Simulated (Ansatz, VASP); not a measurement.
Tl in VASP and in Ansatz

File INCAR:

```
SYSTEM = Tl
PREC = Accurate
ENCUT = 520
EDIFF = 1E-6
ISMEAR = -1
SIGMA = 0.08
LREAL = .False.
LASPH = .True.
NELM = 80
ALGO = Normal
ISIF = 2
LWAVE = .False.
LCHARG = .False.
GGA = PE
NBANDS = 12
```

KPOINTS

```
Automatic mesh
0
Gamma
  12 12 12
  0 0 0
```

File POSCAR:

```
Tl
1.0
    3.1393884660      0.0000000000      0.0000000000
    0.0000000000      3.1393884660      0.0000000000
    0.0000000000      0.0000000000      3.1393884660
Tl
1
Direct
    0.0000000000      0.0000000000      0.0000000000
```

Input for Ansatz:

```yaml
crystal:
  lattice:
    - [3.139388466, 0.0, 0.0]
    - [0.0, 3.139388466, 0.0]
    - [0.0, 0.0, 3.139388466]
  atoms:
    - { symbol: Tl, position: [0.0, 0.0, 0.0] }
kpoints:
  mp_grid: { grid: [12, 12, 12] }
scf:
  occupations: { method: fermi_dirac, width: 0.08 }
hamiltonian:
  xc: pbe
  pseudopotentials: { kind: paw }
output:
  forces: true
  stress: true
  eigenvalues: true
  populations: true
  write_density: true
  write_potential: true
  elf: true
  volumetric_format: npy
```

Change from the starting cell: volume scaled by 0.9, PAW files.

Alike in both runs: task single point; functional PBE; k mesh 12 × 12 × 12; occupations fermi-dirac, width 0.08 eV; no spin polarisation.

|  | VASP | Ansatz |
| --- | --- | --- |
| version | VASP 6.6.1 | Ansatz 0.2.0 |
| potentials or method | VASP PAW PBE potentials, release 64 (Tl_d) | PAW with Ansatz's default frozen-core files, scalar-relativistic |
| plane-wave cutoff (eV) | 520 | 420 |
| valence electrons in the cell | 13 | 13 |

```tsv
	VASP	Ansatz	Ansatz less VASP
pressure (GPa)	3.0	3.0	+0.06
```

The runs have no spin-orbit coupling, so splittings on Tl are missing.
